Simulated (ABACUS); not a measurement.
# MgB2 (P6/mmm) in ABACUS: equation of state, part 2 of 2

ABACUS 3.10.1. Earlier steps stand in the parts before.

## Step 3: Equation of state, PBEsol, 9.29 Å³/atom (volume scaled by 0.96)

Contents of INPUT:

```
INPUT_PARAMETERS
suffix              MgB2
calculation         scf
basis_type          pw
pseudo_dir          ./
symmetry            1
dft_functional      pbesol
ecutwfc             84
pseudo_rcut         7
nspin               1
nbands              12
ks_solver           dav
smearing_method     fd
smearing_sigma      0.00367493
scf_thr             1e-08
scf_nmax            100
mixing_type         broyden
mixing_beta         0.7
cal_force           1
cal_stress          1
kpar                4
```

Contents of STRU:

```
ATOMIC_SPECIES
Mg 24.3050 Mg.upf
B 10.8100 B.upf

LATTICE_CONSTANT
1.8897261246

LATTICE_VECTORS
3.0433056997 0.0000000000 0.0000000000
-1.5216528499 2.6355800475 0.0000000000
0.0000000000 0.0000000000 3.4753860551

ATOMIC_POSITIONS
Direct

Mg
0.0
1
0.0000000000 0.0000000000 0.0000000000 1 1 1

B
0.0
2
0.6666666667 0.3333333333 0.5000000000 1 1 1
0.3333333333 0.6666666667 0.5000000000 1 1 1
```

Contents of KPT:

```
K_POINTS
0
Gamma
10 10 8 0 0 0
```

Potentials or basis: PseudoDojo NC SR 0.4.1 PBEsol standard, plane waves.

Started as:

```console
$ OMP_NUM_THREADS=1 mpirun -np 4 abacus > log
```

Wall time 10 s (4 MPI ranks of Intel Xeon Platinum 8259CL at 2.50GHz (Skylake/Cascade Lake), shared host); peak memory 0.32 GiB.

It converged, with:

* Free energy: -1773.9910 eV
* Pressure: 3.8 GPa
* Band gap on the k mesh: none (metal or under the smearing width)

## Step 4: Equation of state, PBEsol, 9.49 Å³/atom (volume scaled by 0.98)

INPUT is that of step 3.

Edit STRU of step 3 so:

```diff
@@ -8,5 +8,5 @@
 LATTICE_VECTORS
-3.0433056997 0.0000000000 0.0000000000
--1.5216528499 2.6355800475 0.0000000000
-0.0000000000 0.0000000000 3.4753860551
+3.0642946782 0.0000000000 0.0000000000
+-1.5321473391 2.6537570360 0.0000000000
+0.0000000000 0.0000000000 3.4993549923
```

KPT is that of step 3.

Potentials or basis: PseudoDojo NC SR 0.4.1 PBEsol standard, plane waves.

Started as:

```console
$ OMP_NUM_THREADS=1 mpirun -np 4 abacus > log
```

running log:

```text
ABACUS v3.10.1

               Atomic-orbital Based Ab-initio Computation at UStc

 ------------------------------------------------------------------------------------

 READING GENERAL INFORMATION
                           global_out_dir = OUT.MgB2/
                           global_in_card = INPUT
                               pseudo_dir = ./
                              orbital_dir =
                                    DSIZE = 4
                                    GSIZE = 1

 READING UNITCELL INFORMATION
                                    ntype = 2
                  lattice constant (Bohr) = 1.88973
              lattice constant (Angstrom) = 1

[... 422 lines left out ...]
       3       -32.4530     0.00750000
       4       -32.4201     0.00750000
       5       0.791676     0.00750000
       6        1.43536     0.00750000
       7        7.16654     0.00750000
       8        9.56868    0.000267489
       9        12.4630    2.01029e-29
      10        13.2661    2.12815e-36
      11        14.7303    4.07103e-49
      12        16.6108    1.88879e-65

[... levels at 12 further k points ...]

------------------------------------------------------------------------------------------
 TOTAL-FORCE (eV/Angstrom)
------------------------------------------------------------------------------------------
                       Mg1         0.0000000000         0.0000000000         0.0000000000
                        B1         0.0000000000         0.0000000000         0.0000000000
                        B2         0.0000000000         0.0000000000         0.0000000000
------------------------------------------------------------------------------------------

----------------------------------------------------------------
 TOTAL-STRESS (KBAR)
----------------------------------------------------------------
         9.1417298921         0.0000000000        -0.0000000000
        -0.0000000000         9.1417298921         0.0000000000
        -0.0000000000        -0.0000000000        -5.6212750962
----------------------------------------------------------------
 TOTAL-PRESSURE: 4.220728 KBAR

 --------------------------------------------
 !FINAL_ETOT_IS -1773.9985805610922398 eV
 --------------------------------------------
```

stdout:

```text
48
                              ABACUS v3.10.1

               Atomic-orbital Based Ab-initio Computation at UStc

[... 34 lines left out ...]
 TOTAL-STRESS (KBAR)
----------------------------------------------------------------
         9.1417298921         0.0000000000        -0.0000000000
        -0.0000000000         9.1417298921         0.0000000000
        -0.0000000000        -0.0000000000        -5.6212750962
----------------------------------------------------------------
 TOTAL-PRESSURE: 4.220728 KBAR
```

Wall time 8.9 s (4 MPI ranks of Intel Xeon Platinum 8259CL at 2.50GHz (Skylake/Cascade Lake), shared host); peak memory 0.32 GiB.

What came out:

| Quantity | Value |
| --- | --- |
| Free energy | -1773.9986 eV |
| Pressure | 0.4 GPa |
| Band gap on the k mesh | none (metal or under the smearing width) |

## Step 5: Equation of state, PBEsol, 9.68 Å³/atom

INPUT is that of step 4.

Edit STRU of step 4 so:

```diff
@@ -8,5 +8,5 @@
 LATTICE_VECTORS
-3.0642946782 0.0000000000 0.0000000000
--1.5321473391 2.6537570360 0.0000000000
-0.0000000000 0.0000000000 3.4993549923
+3.0850000000 0.0000000000 0.0000000000
+-1.5425000000 2.6716883707 0.0000000000
+0.0000000000 0.0000000000 3.5230000000
```

KPT is that of step 4.

Started as:

```console
$ OMP_NUM_THREADS=1 mpirun -np 4 abacus > log
```

Wall time 8.9 s (4 MPI ranks of Intel Xeon Platinum 8259CL at 2.50GHz (Skylake/Cascade Lake), shared host); peak memory 0.32 GiB.

The run converged. Its results:

```yaml
Free_energy: -1773.9945 eV
Pressure: -2.6 GPa
Band_gap_on_the_k_mesh: none (metal or under the smearing width)
```

## Step 6: Equation of state, PBEsol, 9.87 Å³/atom (volume scaled by 1.02)

INPUT is that of step 5.

Edit STRU of step 5 so:

```diff
@@ -8,5 +8,5 @@
 LATTICE_VECTORS
-3.0850000000 0.0000000000 0.0000000000
--1.5425000000 2.6716883707 0.0000000000
-0.0000000000 0.0000000000 3.5230000000
+3.1054310590 0.0000000000 0.0000000000
+-1.5527155295 2.6893821868 0.0000000000
+0.0000000000 0.0000000000 3.5463318058
```

KPT is that of step 5.

Potentials or basis: PseudoDojo NC SR 0.4.1 PBEsol standard, plane waves.

Started as:

```console
$ OMP_NUM_THREADS=1 mpirun -np 4 abacus > log
```

Run time: 8.7 s. Hardware: 4 MPI ranks of Intel Xeon Platinum 8259CL at 2.50GHz (Skylake/Cascade Lake), shared host; peak memory 0.32 GiB.

It converged, with:

```yaml
Free_energy: -1773.9798 eV
Pressure: -5.4 GPa
Band_gap_on_the_k_mesh: none (metal or under the smearing width)
```

## Step 7: Equation of state, PBEsol, 10.07 Å³/atom (volume scaled by 1.04)

INPUT is that of step 6.

Edit STRU of step 6 so:

```diff
@@ -8,5 +8,5 @@
 LATTICE_VECTORS
-3.1054310590 0.0000000000 0.0000000000
--1.5527155295 2.6893821868 0.0000000000
-0.0000000000 0.0000000000 3.5463318058
+3.1255967608 0.0000000000 0.0000000000
+-1.5627983804 2.7068461969 0.0000000000
+0.0000000000 0.0000000000 3.5693605797
```

KPT is that of step 6.

Started as:

```console
$ OMP_NUM_THREADS=1 mpirun -np 4 abacus > log
```

Wall time 8.8 s (4 MPI ranks of Intel Xeon Platinum 8259CL at 2.50GHz (Skylake/Cascade Lake), shared host); peak memory 0.32 GiB.

It converged, with:

```yaml
Free_energy: -1773.9556 eV
Pressure: -8.0 GPa
Band_gap_on_the_k_mesh: none (metal or under the smearing width)
```

## Step 8: Equation of state, PBEsol, 10.26 Å³/atom (volume scaled by 1.06)

INPUT is that of step 7.

Edit STRU of step 7 so:

```diff
@@ -8,5 +8,5 @@
 LATTICE_VECTORS
-3.1255967608 0.0000000000 0.0000000000
--1.5627983804 2.7068461969 0.0000000000
-0.0000000000 0.0000000000 3.5693605797
+3.1455055572 0.0000000000 0.0000000000
+-1.5727527786 2.7240877203 0.0000000000
+0.0000000000 0.0000000000 3.5920959734
```

KPT is that of step 7.

Started as:

```console
$ OMP_NUM_THREADS=1 mpirun -np 4 abacus > log
```

It took 9 s on 4 MPI ranks of Intel Xeon Platinum 8259CL at 2.50GHz (Skylake/Cascade Lake), shared host; peak memory 0.32 GiB.

The run converged. Its results:

| Property | Result |
| --- | --- |
| Free energy | -1773.9225 eV |
| Pressure | -10.3 GPa |
| Band gap on the k mesh | none (metal or under the smearing width) |

## Step 9: Equation of state, PBEsol

Potentials or basis: PseudoDojo NC SR 0.4.1 PBEsol standard, plane waves.

No new run: the results of the series are fitted here.

Results:

| Quantity | Value |
| --- | --- |
| Equilibrium volume | 9.51 Å³/atom |
| Bulk modulus at fixed shape and positions | 155 GPa |
| Pressure derivative of the bulk modulus | 3.6 |

Energy against volume, from the lowest point:
| volume (Å³/atom) | energy (meV/atom) |
| --- | --- |
| 9.098 | 9.27 |
| 9.292 | 2.51 |
| 9.485 | 0.00 |
| 9.679 | 1.36 |
| 9.873 | 6.24 |
| 10.066 | 14.34 |
| 10.260 | 25.36 |

Caveat: the cell was scaled at fixed shape and fractional positions, which overstates the stiffness of a crystal with free parameters, most of all of layers and chains.
